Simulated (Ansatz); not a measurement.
# CoO (P3m1) in Ansatz: settings compared, part 3 of 3

Ansatz 0.2.0.

### 11 Band structure, r2SCAN, collinear spin, ferromagnetic start

input.yaml

```yaml
crystal:
  lattice:
    - [3.1976457435, 0.0, 0.0]
    - [-1.5988228718, 2.7692424462, 0.0]
    - [0.0, 0.0, 5.22870971]
  atoms:
    - { symbol: Co, position: [0.3333333333, 0.6666666667, 0.50336241], spin: 2.0 }
    - { symbol: Co, position: [0.0, 0.0, 0.00347414], spin: 2.0 }
    - { symbol: O, position: [0.3333333333, 0.6666666667, 0.8715556] }
    - { symbol: O, position: [0.0, 0.0, 0.37160885] }
hamiltonian:
  xc: r2scan
  pseudopotentials: { kind: paw }
magnetization:
  spin_polarized: true
kpoints:
  mp_grid: { grid: [10, 10, 5] }
  band_path:
    path:
      - [[0.0, 0.0, 0.0], [0.5, 0.0, 0.0], [0.3333333333, 0.3333333333, 0.0], [0.0, 0.0, 0.0], [0.0, 0.0, 0.5], [0.5, 0.0, 0.5], [0.3333333333, 0.3333333333, 0.5], [0.0, 0.0, 0.5]]
      - [[0.5, 0.0, 0.5], [0.5, 0.0, 0.0]]
      - [[0.3333333333, 0.3333333333, 0.0], [0.3333333333, 0.3333333333, 0.5]]
    npoints: 14
scf:
  occupations: { method: fermi_dirac, width: 0.05 }
  n_extra_bands: 10
output:
  forces: true
  stress: true
  eigenvalues: true
  fatbands: false
```

Potentials or basis: Ansatz PAW.

Command:

```bash
ansatz run input.yaml --threads 2 --pin off --max-ram 5632MiB --backend cpu --events-out ev --progress --plain --runs-dir out
```

Standard output:

```text
Warning: RAYON_NUM_THREADS=2 ignored (pool sized by the plan → 2); use --threads N
scf.n_extra_bands = 10 over 23 filled bands (N_el = 46.0): the run solves 33 bands
Engine: ansatz 0.2.0, aarch64-unknown-linux-gnu
Pseudopotentials: kind: paw
Pseudopotential: Co, paw, valence charge 17, recommended cutoff 500 eV (meta_gga), Co.paw.azcp
Pseudopotential: O, paw, valence charge 6, recommended cutoff 500 eV (meta_gga), O.paw.azcp
Functional definition: r2SCAN
  parameter k0 = 0.174
  parameter k1 = 0.065
  parameter a1 = 4.9479
  exchange = r2scan_x(k0 = k0, k1 = k1, a1 = a1)
  correlation = r2scan_c
Crystal: 4 atoms, lattice volume = 46.301 Å³
Basis set: ecut = 500 eV, 1165 PW (Γ), exchange–correlation on 96×96×160 points (64 copies of the dense FFT grid, shifted against one another)
Bands: 33, of which v1, the nominal top of the filled ones, is band 23 counted from 1 (22 counted from 0)
Symmetry: 6 space group operations
Space group: P3m1 (ITA 156), of the structure as read, at distance tolerance 3.6e-5 Å
Magnetic group: BNS 156.49 (UNI 1279), of the structure as read, at distance tolerance 3.6e-5 Å
k-points: 58 of 500 (time reversal used)
Non-local potential: Co, projectors of the file, l = 0: 3, l = 1: 2, l = 2: 3, l = 3: 1
Non-local potential: O, projectors of the file, l = 0: 2, l = 1: 2, l = 2: 1
PAW form: soft (Blöchl's): semilocal exchange-correlation on the pseudo side does not see the compensation charge
PAW frozen core: Co, regenerated for the run's functional (the file was generated under x = pbe(κ = 0.804, μ = 0.2195149727645171), c = pbe(β = 0.06672455060314922))
PAW frozen core: O, regenerated for the run's functional (the file was generated under x = pbe(κ = 0.804, μ = 0.2195149727645171), c = pbe(β = 0.06672455060314922))
PAW one-centre angular grid: Co, 590 points (default); XC on 160 Gauss nodes
PAW one-centre angular grid: O, 302 points (default); XC on 160 Gauss nodes
Initial density: superposition of atomic densities (chi_scale 0.1, normalization cell, long waves kept (reshape's long-wave potential 0.00 eV rms))
Starting moments: Σ|m| = 4 μB on 2 of 4 sites
Initial wavefunctions: pseudopotential atomic-orbital guess
Functional: x = r2scan, c = r2scan; τ floored in thin density (d = 2e-4 eV/Å³)
SCF iter   1: F=—  HF=-11396.020669 eV  |F-HF|=—  |Δ(HF+E_count)|=         —  Δρ=1.31e-1 (↑1.31e-1 ↓6.20e-2)  dr2=9.02e0  dr2_τ=3.32e-2  dr2_m=1.55e0  M=5.104 μB ∫|m|=5.104 μB  β_m=1.00  ethr=3.10e-3  ⟨swp⟩=5.6  Hψ=14480  notcnv=0  defer=7
Mixer restart at iter 1: flushing history
[... 39 lines left out ...]
Spin contamination: 2.8597 ħ² per cell (⟨S²⟩ above its minimum at these occupations)
Per-site moments (μB) at R_I (Å): [(2.332887235985948, 0.7941348144299109), (-2.332668410132738, 0.7940086822655766), (-0.12980629847772537, 0.7941348144299109), (0.12974512416565184, 0.7940086822655766)]
Free energy (F): -11399.417121 eV
Harris-Foulkes:  -11399.417121 eV  (|F-HF|=2.29e-9)
Internal energy: -11399.417106 eV  (E = F + TS)
E sigma→0 (E₀):  -11399.417114 eV
Entropy (-TS):   -0.000015 eV (-0.004 meV/atom)
Fermi energy:    11.149561 eV
--- Per-component energies (eV) ---
  E_band       = -794.961653
  E_kinetic    = 1240.865675
  E_local      = -7813.653035  (includes V_loc(G=0)·N_el)
  E_nonlocal   = 1032.724752
  E_hartree    = 3231.419666
  E_xc         = -454.118836
  E_vxc        = -658.473264  (∫ρ·V_xc dr)
  E_paw        = -3377.686385  (= ΣΔE_a)
  E_vpaw       = -1100.883079  (= ΣTr[D̂ρ^β])
  E_aug_tail   = 0.002151  (compensation charges beyond the density's cutoff)
  E_vtau       = 41.623366  (kinetic-family band-sum trace: ∫τ·v_τ [+ j·A + Jᵃ·Aᵃ] dr)
  E_ewald      = -5258.316798
  E_core_change = -0.654294  (= ΣΔE_core)
  E_smearing   = -0.000015  (= −TS)
  E_closure    = -0.000000  (closes the sum)
  Σ components = -11399.417121   (vs F -11399.417121, Δ=0.00e0)
--- Forces (eV/Å), atoms counted from 1 ---
  atom   1  Co     0.00000000    -0.00000000    -0.00019104
  atom   2  Co     0.00000000     0.00000000    -0.00919815
  atom   3  O     -0.00000000     0.00000000     0.00561617
  atom   4  O      0.00000000     0.00000000     0.00363927
  max |Σ_I F_I| component: 1.34e-4 eV/Å
--- Stress (GPa, compression-positive) ---
        0.516366      -0.000000       0.000000
       -0.000000       0.516366       0.000000
        0.000000       0.000000       0.510428
  P = ⅓ Tr σ = 0.5144 GPa (5.144 kbar)
--- Band table (eV; the first three rows and the last of 116) ---
  k-point 0 ↑: bands = ["-89.7276", "-85.5414", "-51.6890", "-51.5017", "-51.5017", "-47.5686", "-47.4946", "-47.4946", "-9.9934", "-9.2999", "3.8359", "4.6455", "4.6455", "4.8787", "6.0038", "6.0038", "8.4210", "8.4210", "9.0061", "9.5912", "9.5912", "10.5686", "10.5686", "11.4240", "13.4192", "14.0504", "14.0504", "16.9415", "18.7692", "25.1893", "25.1893", "25.5548", "26.5761"]
  k-point 1 ↑: bands = ["-89.7276", "-85.5414", "-51.6890", "-51.5017", "-51.5017", "-47.5686", "-47.4946", "-47.4946", "-9.9398", "-9.3560", "3.8344", "4.6429", "4.6429", "4.7705", "5.9870", "5.9870", "8.4566", "8.4566", "9.0317", "9.5884", "9.5884", "10.5849", "10.5849", "11.8558", "13.4536", "14.0175", "14.0175", "16.1695", "19.5203", "24.3814", "25.1541", "25.1541", "26.2555"]
  k-point 2 ↑: bands = ["-89.7276", "-85.5414", "-51.6890", "-51.5017", "-51.5017", "-47.5687", "-47.4946", "-47.4946", "-9.8189", "-9.4812", "3.8598", "4.5680", "4.6387", "4.6387", "5.9602", "5.9602", "8.5166", "8.5166", "9.1159", "9.5778", "9.5778", "10.6157", "10.6157", "12.6455", "13.6724", "13.9627", "13.9627", "14.9560", "20.8409", "22.5124", "25.1523", "25.1523", "25.7783"]
  k-point 57 ↓: bands = ["-89.7264", "-85.5402", "-51.6879", "-51.5129", "-51.5094", "-47.5663", "-47.5101", "-47.5052", "-9.3451", "-9.0516", "4.2192", "4.3546", "4.5700", "4.9941", "5.4522", "5.9449", "7.4233", "8.1469", "8.7543", "9.0473", "9.2679", "10.3271", "10.3854", "11.7635", "12.8330", "13.1296", "18.0095", "18.8329", "19.6865", "19.9846", "20.8733", "21.7657", "25.3225"]
```

It took 88 s on 2 threads of Arm Neoverse V1, shared host; peak memory 0.57 GiB.

Results:

- Free energy: -11399.4171 eV
- Pressure: 0.5 GPa
- Band gap on the k mesh: 0.72 eV, indirect (least direct gap 0.86 eV)
- Band gap along the path: 0.69 eV, indirect (least direct gap 0.86 eV)
- Net moment: 0.00 μB per cell
- Absolute moment: 5.50 μB per cell
- Site moments: Co +2.33, -2.33; O -0.13, +0.13 μB

Levels at the corners of the path, in eV from the valence-band top:
Spin up:
```csv
point,band 21,band 22,band 23,band 24,band 25,band 26
Γ,-1.14,-0.16,-0.16,0.69,2.69,3.32
M,-1.57,-0.40,-0.03,1.22,1.91,2.61
K,-1.59,-0.37,0.00,1.08,1.77,2.33
Γ,-1.14,-0.16,-0.16,0.69,2.69,3.32
A,-1.16,-0.11,-0.11,2.06,3.11,3.22
L,-1.47,-0.39,-0.37,1.32,2.17,2.54
H,-1.52,-0.41,-0.40,0.99,2.13,2.39
A,-1.16,-0.11,-0.11,2.06,3.11,3.22
L,-1.47,-0.39,-0.37,1.32,2.17,2.54
M,-1.57,-0.40,-0.03,1.22,1.91,2.61
K,-1.59,-0.37,0.00,1.08,1.77,2.33
H,-1.52,-0.41,-0.40,0.99,2.13,2.39
```
Spin down:
| point | band 19 | band 20 | band 21 | band 22 | band 23 | band 24 | band 25 | band 26 | band 27 | band 28 |
| --- | --- | --- | --- | --- | --- | --- | --- | --- | --- | --- |
| Γ | -1.72 | -1.14 | -1.14 | -0.16 | -0.16 | 0.69 | 2.69 | 3.32 | 3.32 | 6.21 |
| M | -2.23 | -1.85 | -1.57 | -0.40 | -0.03 | 1.22 | 1.91 | 2.61 | 6.47 | 6.73 |
| K | -2.64 | -1.66 | -1.59 | -0.37 | 0.00 | 1.08 | 1.77 | 2.33 | 7.54 | 8.34 |
| Γ | -1.72 | -1.14 | -1.14 | -0.16 | -0.16 | 0.69 | 2.69 | 3.32 | 3.32 | 6.21 |
| A | -1.60 | -1.16 | -1.16 | -0.11 | -0.11 | 2.06 | 3.11 | 3.22 | 3.22 | 3.89 |
| L | -2.08 | -1.53 | -1.47 | -0.39 | -0.37 | 1.32 | 2.17 | 2.54 | 5.95 | 6.61 |
| H | -1.85 | -1.63 | -1.52 | -0.41 | -0.40 | 0.99 | 2.13 | 2.39 | 7.53 | 8.69 |
| A | -1.60 | -1.16 | -1.16 | -0.11 | -0.11 | 2.06 | 3.11 | 3.22 | 3.22 | 3.89 |
| L | -2.08 | -1.53 | -1.47 | -0.39 | -0.37 | 1.32 | 2.17 | 2.54 | 5.95 | 6.61 |
| M | -2.23 | -1.85 | -1.57 | -0.40 | -0.03 | 1.22 | 1.91 | 2.61 | 6.47 | 6.73 |
| K | -2.64 | -1.66 | -1.59 | -0.37 | 0.00 | 1.08 | 1.77 | 2.33 | 7.54 | 8.34 |
| H | -1.85 | -1.63 | -1.52 | -0.41 | -0.40 | 0.99 | 2.13 | 2.39 | 7.53 | 8.69 |

Caveat: the magnetic or orbital state may not be the lowest; the PAW data sets come from PBE, with cores solved anew for the run's functional, which leaves a small shift of forces and pressure; the starting moments weren't kept. r2SCAN opens gaps a little over a GGA but as a rule still falls short of measured ones.

### 12 Summary

```tsv
task	level	cutoff (eV)	points for each segment of the path	gap on the mesh (eV)	pressure (GPa)	moment (μB)
band structure	LDA	420	14	none	-18.0	0.00
equation of state	LDA	420	-	-	-	-
band structure	r2SCAN	500	14	0.72	0.5	0.00
```

Alike in all rows: potentials or basis Ansatz PAW; spin collinear, ferromagnetic start; cell as given; k mesh 10 × 10 × 5; smearing fermi-dirac 0.05 eV.

Caveats: the PAW data sets come from PBE, with cores solved anew for the run's functional, which leaves a small shift of forces and pressure (some runs); the starting moments weren't kept (some runs); semilocal functionals often make such compounds metallic where correlation or magnetic order opens a gap, which also shifts bond lengths (some runs); the minimum lies outside the volumes run (some runs); the magnetic or orbital state may not be the lowest (some runs).

Absolute energies hang on the potentials; compare differences alone.
